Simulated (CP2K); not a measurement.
Runs of CP2K 2026.2 on Na. Symmetry: Im-3m, No. 229, cubic system. Conventional cell: a = 4.282 Å, b = 4.282 Å, c = 4.282 Å, α = 90.00°, β = 90.00°, γ = 90.00°. Na (site symmetry m-3m) is surrounded by 8 Na at 3.71 Å. 

```tsv
level	gap on the mesh (eV)	pressure (GPa)	relaxed volume (Å³/atom)
PBE	none	0.0	37.48
LDA	none	0.0	33.73
PBEsol	none	0.0	(a)
OLYP	none	0.0	40.89
```

Alike in all rows: task relaxation of cell and atoms; potentials or basis POTENTIAL_UZH Na GTH-PBE-q9; TZVP-MOLOPT-PBE-GTH basis; no spin polarisation; cell relaxed; k mesh 7 × 7 × 7; smearing fermi-dirac 0.05 eV.

Fill in the values left out.

(a) 36.78.

Caveats: the basis of atomic orbitals isn't converged, which shifts pressures, moduli and gaps; the real-space grid breaks the cell's symmetry a little; the potentials were made for another functional, which shifts forces and pressure (some runs).

A gap of «none» marks a metal or a gap under the smearing width.
